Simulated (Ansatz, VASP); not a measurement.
**Hf in VASP and in Ansatz**

File INCAR:

```
SYSTEM = Hf
ALGO = Normal
EDIFF = 1E-6
EDIFFG = -0.005
ENCUT = 600
GGA = PE
IBRION = 2
ISIF = 3
ISMEAR = 0
IVDW = 12
LASPH = .TRUE.
LCHARG = .FALSE.
LREAL = .FALSE.
LWAVE = .FALSE.
NELM = 80
NSW = 100
PREC = Accurate
SIGMA = 0.1
```

The input KPOINTS:

```
k-points
0
G
  16 16 16
  0 0 0
```

POSCAR

```
Hf
1.0
   -1.7530793262      1.7530793262      1.7530793262
    1.7530793262     -1.7530793262      1.7530793262
    1.7530793262      1.7530793262     -1.7530793262
Hf
1
Direct
    0.0000000000      0.0000000000      0.0000000000
```

Input for Ansatz:

```yaml
crystal:
  lattice:
    - [-1.7530793262, 1.7530793262, 1.7530793262]
    - [1.7530793262, -1.7530793262, 1.7530793262]
    - [1.7530793262, 1.7530793262, -1.7530793262]
  atoms:
    - { symbol: Hf, position: [0.0, 0.0, 0.0] }
basis:
  ecutwfc: 420
kpoints:
  mp_grid: { grid: [16, 16, 16] }
hamiltonian:
  xc: pbe
  dispersion: d3bj
scf:
  occupations: { method: gaussian, width: 0.1 }
output:
  forces: true
  stress: true
  eigenvalues: true
relax:
  adjacent_minimum: "off"
  f_tol: 0.005
  max_steps: 80
  cell: { stress_tol: 0.05 }
```

This isn't the form of Hf at room conditions, which is hcp.

Alike in both runs: task relaxation of cell and atoms; functional PBE; dispersion D3(BJ); k mesh 16 × 16 × 16; occupations gaussian, width 0.1 eV; no spin polarisation.

|  | VASP | Ansatz |
| --- | --- | --- |
| version | VASP 6.6.1 | Ansatz 0.2.0 |
| potentials or method | VASP PAW PBE potentials, release 64 (Hf_pv) | scalar-relativistic, plane waves, PAW |
| plane-wave cutoff (eV) | 600 | 420 |
| valence electrons in the cell | 10 | 26 |

Ansatz gave:

* gap on the k mesh at the Fermi level, each at its own relaxed structure (eV): none
* relaxed volume (Å³/atom): 21.52
* relaxed cell length with the largest relative difference (Å): 3.035

Problem. Estimate VASP's values.

Solution. gap on the k mesh at the Fermi level, each at its own relaxed structure (eV): none; relaxed volume (Å³/atom): 21.46; relaxed cell length with the largest relative difference (Å): 3.032.

A gap of «none» marks a metal or a gap that the smearing closes. The two sets of potentials don't hold the same shells in valence.

Caveats: pairwise dispersion overbinds metals, which lowers pressure and volume. Spin-orbit coupling is left out, which matters for the levels of Hf.
